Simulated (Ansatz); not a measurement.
Here is an Ansatz 0.2.0 calculation.

File input.yaml:

```yaml
crystal:
  lattice:
    - [3.145, -2.25, 0.0]
    - [3.145, 2.25, 0.0]
    - [0.0, 0.0, 8.21]
  atoms:
    - { symbol: Cl, position: [0.37, 0.63, 0.4] }
    - { symbol: Cl, position: [0.13, 0.87, 0.9] }
    - { symbol: Cl, position: [0.63, 0.37, 0.6] }
    - { symbol: Cl, position: [0.87, 0.13, 0.1] }
hamiltonian:
  xc: lda
  pseudopotentials: { kind: paw }
kpoints:
  mp_grid: { grid: [7, 7, 4] }
scf:
  occupations: { method: fermi_dirac, width: 0.05 }
output:
  forces: true
  stress: true
relax:
  f_tol: 0.01
  max_steps: 40
  cell: { stress_tol: 0.05 }
```

Potentials or basis: Ansatz PAW.

Run with:

```sh
$ ansatz run input.yaml --threads 2 --pin off --max-ram 5632MiB --backend cpu --events-out ev --progress --plain --runs-dir out
```

Task: Estimate the relaxed cell.

Result: a = 3.608 Å, b = 3.608 Å, c = 7.793 Å, α = 90.00°, β = 90.00°, γ = 61.96°.

Task: Estimate the band gap on the k mesh.

Result: 1.87 eV.

Task: Predict the relaxed volume.

Result: 22.38 Å³/atom.

Task: Estimate the space group after relaxing (to 0.05 Å).

Result: Cmce (No. 64).

Final structure:
```yaml
crystal:
  lattice:
    - [3.09302, -1.85685, 0.00000]
    - [3.09302, 1.85685, 0.00000]
    - [0.00000, 0.00000, 7.79268]
  atoms:
    - { symbol: Cl, position: [0.36235, 0.63765, 0.38651] }
    - { symbol: Cl, position: [0.13765, 0.86235, 0.88651] }
    - { symbol: Cl, position: [0.63765, 0.36235, 0.61349] }
    - { symbol: Cl, position: [0.86235, 0.13765, 0.11349] }
```

Caveat: the volume moved by over 15 % at a fixed basis, so the end points are rough; odd divisions of the mesh miss points on the zone boundary, where band edges often lie, so the gap on the mesh can be too wide; the plane-wave basis is chosen anew once the cell has moved, so the energies of steps on either side of that aren't comparable; the volume moved by -23 % from the deposited cell, more than functionals usually miss; the PAW data sets come from PBE, with cores solved anew for the run's functional, which leaves a small shift of forces and pressure. A k mesh can miss the band edges.
